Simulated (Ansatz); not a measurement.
Single point in Ansatz 0.2.0 with PBE, no spin polarisation. Cutoff 420 eV, PAW datasets, 6×6×6 Γ-centred k mesh, fermi-dirac filling (width 0.1 eV).

Computed maps in the lattice plane spanned by b (left to right, 6.60 Å, 20 points from zero) and c (bottom to top, 6.60 Å, 20 points from zero), 79° apart, at height 0.250 along a. The fields are smooth PAW ones with compensation charges, not the true ones near nuclei.

Valence density. Digits on a logarithmic scale: 0 up to 0.03 e/Å³, each further digit a factor of 1.6, 9 from 1.3 e/Å³ up:
```
45677999975310023565
55677999996420013456
55567899996420012345
33445799986420001233
22234567765310000112
00012345543200000000
00000123321000000000
00000001100000012221
20000000000000234443
42000000000001356665
64200000000002468997
75310000000013579999
86410000000013579999
86420000000002469999
76420000000001357899
76421000000000245777
76432221100000134677
66544444320000024566
45666666542000023555
24677788764200023554
```

ELF. Ten even steps from '0' (0.00) to '9' (0.89):
```
22899856899710012553
33898731699820001355
44678854699820000235
22357888999730000012
11126899998720000001
00013689987400000000
00001356654100000000
00000011110000023221
41000000000001477887
97200000000004789999
99610000000015899999
99820000000016999668
99830000000016998416
88730000000015898535
88620000000003688878
98410000000001367889
98421233210000125799
86544678862000013688
23688889997100012432
62899889999400012432
```

The cell is SiSe$_{2}$. Which atoms lie within 0.2 Å of this plane, and where (fractions of b and c)?

Se at (0.91, 0.33), Se at (0.33, 0.91), Si at (0.00, 0.00). The whole cell:
```
Se Si
1.0
     0.00000    0.00000    5.92263
     5.09109   -2.96771    2.96131
     5.09109    2.96771   -2.96131
Se Si
4 2
Direct
  0.20880 0.90940 0.32700
  0.79120 0.09060 0.67300
  0.29120 0.32700 0.90940
  0.70880 0.67300 0.09060
  0.25000 0.00000 0.00000
  0.75000 0.00000 0.00000
```

Origin: a known structure type with other elements, at an estimated volume, so it need not be a known compound.
